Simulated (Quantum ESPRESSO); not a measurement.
# Pt (Fm-3m) in Quantum ESPRESSO: a series of runs

One crystal, Pt, is run at these levels: r2SCAN; tasks: single point, equation of state.

Everything below comes from runs of Quantum ESPRESSO 7.5. Logs are shortened: lines on timing, memory, paths and dates and some standing lists are left out, and cuts for length are marked.

## (1) Starting point

The structure is cubic, space group Fm-3m (No. 225). The conventional cell has a = 3.922 Å, b = 3.922 Å, c = 3.922 Å, α = 90.00°, β = 90.00°, γ = 90.00°. Pt (site symmetry m-3m) is surrounded by 12 Pt at 2.77 Å.

## (2) Single point, r2SCAN, 14.18 Å³/atom

The input, pw.in:

```
&CONTROL
  calculation = 'scf'
  prefix = 'pwscf'
  outdir = './tmp'
  pseudo_dir = './pseudo'
  tstress = .true.
  disk_io = 'nowf'
/
&SYSTEM
  ibrav = 0
  nat = 1
  ntyp = 1
  ecutwfc = 70
  nbnd = 15
  input_dft = 'r2scan'
  occupations = 'smearing'
  smearing = 'fd'
  degauss = 0.00367493
  nosym = .true.
  nr1 = 32
  nr2 = 32
  nr3 = 32
/
&ELECTRONS
  conv_thr = 1d-08
  electron_maxstep = 120
  mixing_beta = 0.5
/
ATOMIC_SPECIES
Pt   195.0840 Pt_ONCV_PBE-1.2.upf
CELL_PARAMETERS angstrom
   0.0000000000    1.9208704006    1.9208704006
   1.9208704006    0.0000000000    1.9208704006
   1.9208704006    1.9208704006    0.0000000000
ATOMIC_POSITIONS crystal
Pt     0.0000000000    0.0000000000    0.0000000000
K_POINTS automatic
9 9 9 0 0 0
```

Potentials or basis: SG15 PBE 1.2.

Command:

```
OMP_NUM_THREADS=1 mpirun -n 4 pw.x -nk 4 -in pw.in > pw.out
```

pw.out:

```text
This program is part of the open-source Quantum ESPRESSO suite
     for quantum simulation of materials; please cite
         "P. Giannozzi et al., J. Phys.:Condens. Matter 21 395502 (2009);
         "P. Giannozzi et al., J. Phys.:Condens. Matter 29 465901 (2017);
         "P. Giannozzi et al., J. Chem. Phys. 152 154105 (2020);
     in publications or presentations arising from this work. More details at

     IMPORTANT: XC functional enforced from input :
     Exchange-correlation= R2SCAN
                           (   0   0   0   0   0 497 498)
     Any further DFT definition will be discarded
     Please, verify this is what you really want

     K-points division:     npool     =       4
     Subspace diagonalization in iterative solution of the eigenvalue problem:
     a serial algorithm will be used

     G-vector sticks info
     --------------------
     sticks:   dense  smooth     PW     G-vecs:    dense   smooth      PW
     Sum         511     511    163                 7631     7631    1459

     Using Slab Decomposition

     bravais-lattice index     =            0
     lattice parameter (alat)  =       5.1335  a.u.
     unit-cell volume          =      95.6579 (a.u.)^3
     number of atoms/cell      =            1
     number of atomic types    =            1
     number of electrons       =        18.00
     number of Kohn-Sham states=           15
     kinetic-energy cutoff     =      70.0000  Ry
     charge density cutoff     =     280.0000  Ry
     scf convergence threshold =      1.0E-08
     mixing beta               =       0.5000
     number of iterations used =            8  plain     mixing
     Exchange-correlation= R2SCAN
                           (   0   0   0   0   0 497 498)

     celldm(1)=   5.133481  celldm(2)=   0.000000  celldm(3)=   0.000000
     celldm(4)=   0.000000  celldm(5)=   0.000000  celldm(6)=   0.000000

     crystal axes: (cart. coord. in units of alat)
               a(1) = (   0.000000   0.707107   0.707107 )
               a(2) = (   0.707107   0.000000   0.707107 )
               a(3) = (   0.707107   0.707107   0.000000 )

     reciprocal axes: (cart. coord. in units 2 pi/alat)
               b(1) = ( -0.707107  0.707107  0.707107 )
               b(2) = (  0.707107 -0.707107  0.707107 )
               b(3) = (  0.707107  0.707107 -0.707107 )

     PseudoPot. # 1 for Pt read from file:
     Pt_ONCV_PBE-1.2.upf
     Pseudo is Norm-conserving, Zval = 18.0
     Generated using ONCVPSP code by D. R. Hamann
     Using radial grid of  602 points,  8 beta functions with:
                l(1) =   0
                l(2) =   0
                l(3) =   1
                l(4) =   1
                l(5) =   2
                l(6) =   2
                l(7) =   3
                l(8) =   3

     atomic species   valence    mass     pseudopotential
     Pt               18.00   195.08400     Pt( 1.00)

     No symmetry found

   Cartesian axes

     site n.     atom                  positions (alat units)
         1        Pt     tau(   1) = (   0.0000000   0.0000000   0.0000000  )

     number of k points=   365  Fermi-Dirac smearing, width (Ry)=  0.0037

     Number of k-points >= 100: set verbosity='high' to print them.

     Dense  grid:     7631 G-vectors     FFT dimensions: (  32,  32,  32)

     WARNING: libxc functional with ID  497 depends
      on external parameters: check the user_guide of
      QE if you need to modify them or to check their
      default values.

     WARNING: libxc functional with ID  498 depends
      on external parameters: check the user_guide of
      QE if you need to modify them or to check their
      default values.

     Initial potential from superposition of free atoms

     starting charge      17.9731, renormalised to      18.0000
     Starting wfcs are random

     Self-consistent Calculation

     iteration #  1     ecut=    70.00 Ry     beta= 0.50
     Davidson diagonalization with overlap
     ethr =  1.00E-02,  avg # of iterations =  7.7

     total energy              =    -242.56471657 Ry
     estimated scf accuracy    <      11.51892818 Ry

     iteration #  2     ecut=    70.00 Ry     beta= 0.50
     Davidson diagonalization with overlap
     ethr =  1.00E-02,  avg # of iterations =  1.0

     total energy              =    -242.60153409 Ry
     estimated scf accuracy    <       2.77405631 Ry

     iteration #  3     ecut=    70.00 Ry     beta= 0.50
     Davidson diagonalization with overlap
     ethr =  1.00E-02,  avg # of iterations =  1.0

     total energy              =    -242.60253562 Ry
     estimated scf accuracy    <       0.00382114 Ry

     iteration #  4     ecut=    70.00 Ry     beta= 0.50
     Davidson diagonalization with overlap
     ethr =  2.12E-05,  avg # of iterations =  4.0

     total energy              =    -242.60263124 Ry
     estimated scf accuracy    <       0.00020238 Ry

     iteration #  5     ecut=    70.00 Ry     beta= 0.50
     Davidson diagonalization with overlap
     ethr =  1.12E-06,  avg # of iterations =  2.7

     total energy              =    -242.60264495 Ry
     estimated scf accuracy    <       0.00000372 Ry

     iteration #  6     ecut=    70.00 Ry     beta= 0.50
     Davidson diagonalization with overlap
     ethr =  2.07E-08,  avg # of iterations =  2.4

     total energy              =    -242.60264591 Ry
     estimated scf accuracy    <       0.00000025 Ry

     iteration #  7     ecut=    70.00 Ry     beta= 0.50
     Davidson diagonalization with overlap
     ethr =  1.39E-09,  avg # of iterations =  1.9

     total energy              =    -242.60264595 Ry
     estimated scf accuracy    <       0.00000002 Ry

     iteration #  8     ecut=    70.00 Ry     beta= 0.50
     Davidson diagonalization with overlap
     ethr =  1.11E-10,  avg # of iterations =  1.8

     End of self-consistent calculation

     Number of k-points >= 100: set verbosity='high' to print the bands.

     the Fermi energy is    25.2074 ev

!    total energy              =    -242.60264595 Ry
     estimated scf accuracy    <          4.3E-09 Ry
     smearing contrib. (-TS)   =      -0.00069658 Ry
     internal energy E=F+TS    =    -242.60194937 Ry

     The total energy is F=E-TS. E is the sum of the following terms:
     one-electron contribution =     -52.52392976 Ry
     hartree contribution      =      37.87549246 Ry
     xc contribution           =     -23.33526562 Ry
     ewald contribution        =    -204.61824644 Ry

     convergence has been achieved in   8 iterations

     Computing stress (Cartesian axis) and pressure

          total   stress  (Ry/bohr**3)                   (kbar)     P=      252.13
   0.00171392   0.00000002   0.00000000          252.13        0.00        0.00
   0.00000002   0.00171391  -0.00000000            0.00      252.13       -0.00
   0.00000000  -0.00000000   0.00171393            0.00       -0.00      252.13

=------------------------------------------------------------------------------=
   JOB DONE.
=------------------------------------------------------------------------------=
```

It took 44 s on 4 MPI ranks of Arm Neoverse V2, shared host; peak memory 0.28 GiB.

What came out:

| Property | Result |
| --- | --- |
| Free energy | -3300.7772 eV |
| Pressure | 25.2 GPa |
| Band gap on the k mesh | none (metal or under the smearing width) |

Caveat: the k mesh is coarse; the potentials were made for another functional, which shifts forces and pressure.

## (3) Single point, r2SCAN, 14.48 Å³/atom

pw.in: that of step 2 with these lines changed.

```diff
@@ -31,5 +31,5 @@
 CELL_PARAMETERS angstrom
-   0.0000000000    1.9208704006    1.9208704006
-   1.9208704006    0.0000000000    1.9208704006
-   1.9208704006    1.9208704006    0.0000000000
+   0.0000000000    1.9343981026    1.9343981026
+   1.9343981026    0.0000000000    1.9343981026
+   1.9343981026    1.9343981026    0.0000000000
 ATOMIC_POSITIONS crystal
```

Potentials or basis: SG15 PBE 1.2.

Command:

```
OMP_NUM_THREADS=1 mpirun -n 4 pw.x -nk 4 -in pw.in > pw.out
```

Wall time 44 s (4 MPI ranks of Arm Neoverse V2, shared host); peak memory 0.28 GiB.

It converged, with:

| Item | Value |
| --- | --- |
| Free energy | -3300.8171 eV |
| Pressure | 17.1 GPa |
| Band gap on the k mesh | none (metal or under the smearing width) |

Caveat: the k mesh is coarse; the potentials were made for another functional, which shifts forces and pressure.

## (4) Single point, r2SCAN, 14.78 Å³/atom

pw.in: that of step 3 with these lines changed.

```diff
@@ -31,5 +31,5 @@
 CELL_PARAMETERS angstrom
-   0.0000000000    1.9343981026    1.9343981026
-   1.9343981026    0.0000000000    1.9343981026
-   1.9343981026    1.9343981026    0.0000000000
+   0.0000000000    1.9477392008    1.9477392008
+   1.9477392008    0.0000000000    1.9477392008
+   1.9477392008    1.9477392008    0.0000000000
 ATOMIC_POSITIONS crystal
```

Command:

```
OMP_NUM_THREADS=1 mpirun -n 4 pw.x -nk 4 -in pw.in > pw.out
```

It took 44 s on 4 MPI ranks of Arm Neoverse V2, shared host; peak memory 0.28 GiB.

It converged, with:

- Free energy: -3300.8428 eV
- Pressure: 9.9 GPa
- Band gap on the k mesh: none (metal or under the smearing width)

Caveat: the k mesh is coarse; the potentials were made for another functional, which shifts forces and pressure.

## (5) Single point, r2SCAN, 15.08 Å³/atom

pw.in: that of step 4 with these lines changed.

```diff
@@ -31,5 +31,5 @@
 CELL_PARAMETERS angstrom
-   0.0000000000    1.9477392008    1.9477392008
-   1.9477392008    0.0000000000    1.9477392008
-   1.9477392008    1.9477392008    0.0000000000
+   0.0000000000    1.9609000000    1.9609000000
+   1.9609000000    0.0000000000    1.9609000000
+   1.9609000000    1.9609000000    0.0000000000
 ATOMIC_POSITIONS crystal
```

Command:

```
OMP_NUM_THREADS=1 mpirun -n 4 pw.x -nk 4 -in pw.in > pw.out
```

Wall time 45 s (4 MPI ranks of Arm Neoverse V2, shared host); peak memory 0.28 GiB.

Results (log left out):

```
Free energy            : -3300.8557 eV
Pressure               : 3.6 GPa
Band gap on the k mesh : none (metal or under the smearing width)
```

Caveat: the k mesh is coarse; the potentials were made for another functional, which shifts forces and pressure.

## (6) Single point, r2SCAN, 15.38 Å³/atom

pw.in: that of step 5 with these lines changed.

```diff
@@ -31,5 +31,5 @@
 CELL_PARAMETERS angstrom
-   0.0000000000    1.9609000000    1.9609000000
-   1.9609000000    0.0000000000    1.9609000000
-   1.9609000000    1.9609000000    0.0000000000
+   0.0000000000    1.9738864712    1.9738864712
+   1.9738864712    0.0000000000    1.9738864712
+   1.9738864712    1.9738864712    0.0000000000
 ATOMIC_POSITIONS crystal
```

Potentials or basis: SG15 PBE 1.2.

Command:

```
OMP_NUM_THREADS=1 mpirun -n 4 pw.x -nk 4 -in pw.in > pw.out
```

Run time: 46 s. Hardware: 4 MPI ranks of Arm Neoverse V2, shared host; peak memory 0.28 GiB.

The run converged. Its results:

```yaml
Free_energy: -3300.8575 eV
Pressure: -2.0 GPa
Band_gap_on_the_k_mesh: none (metal or under the smearing width)
```

Caveat: the k mesh is coarse; the potentials were made for another functional, which shifts forces and pressure.

## (7) Single point, r2SCAN, 15.68 Å³/atom

pw.in: that of step 6 with these lines changed.

```diff
@@ -31,5 +31,5 @@
 CELL_PARAMETERS angstrom
-   0.0000000000    1.9738864712    1.9738864712
-   1.9738864712    0.0000000000    1.9738864712
-   1.9738864712    1.9738864712    0.0000000000
+   0.0000000000    1.9867042750    1.9867042750
+   1.9867042750    0.0000000000    1.9867042750
+   1.9867042750    1.9867042750    0.0000000000
 ATOMIC_POSITIONS crystal
```

Command:

```
OMP_NUM_THREADS=1 mpirun -n 4 pw.x -nk 4 -in pw.in > pw.out
```

Run time: 47 s. Hardware: 4 MPI ranks of Arm Neoverse V2, shared host; peak memory 0.28 GiB.

It converged, with:

```yaml
Free_energy: -3300.8494 eV
Pressure: -6.9 GPa
Band_gap_on_the_k_mesh: none (metal or under the smearing width)
```

Caveat: the k mesh is coarse; the potentials were made for another functional, which shifts forces and pressure.

## (8) Single point, r2SCAN, 15.98 Å³/atom

pw.in: that of step 7 with these lines changed.

```diff
@@ -31,5 +31,5 @@
 CELL_PARAMETERS angstrom
-   0.0000000000    1.9867042750    1.9867042750
-   1.9867042750    0.0000000000    1.9867042750
-   1.9867042750    1.9867042750    0.0000000000
+   0.0000000000    1.9993587835    1.9993587835
+   1.9993587835    0.0000000000    1.9993587835
+   1.9993587835    1.9993587835    0.0000000000
 ATOMIC_POSITIONS crystal
```

Command:

```
OMP_NUM_THREADS=1 mpirun -n 4 pw.x -nk 4 -in pw.in > pw.out
```

Wall time 47 s (4 MPI ranks of Arm Neoverse V2, shared host); peak memory 0.28 GiB.

It converged, with:

```yaml
Free_energy: -3300.8326 eV
Pressure: -11.2 GPa
Band_gap_on_the_k_mesh: none (metal or under the smearing width)
```

Caveat: the k mesh is coarse; the potentials were made for another functional, which shifts forces and pressure.

## (9) Equation of state, r2SCAN

Potentials or basis: SG15 PBE 1.2.

This step only gathers the single runs of the series.

Results:

| Quantity | Value |
| --- | --- |
| Equilibrium volume | 15.28 Å³/atom |
| Bulk modulus | 277 GPa |
| Pressure derivative of the bulk modulus | 5.4 |

Energy against volume, from the lowest point:
```csv
volume (Å³/atom),energy (meV/atom)
14.175,80.32
14.477,40.32
14.778,14.71
15.080,1.75
15.381,0.00
15.683,8.12
15.985,24.92
```

Caveat: the k mesh is coarse; the potentials were made for another functional, which shifts forces and pressure.
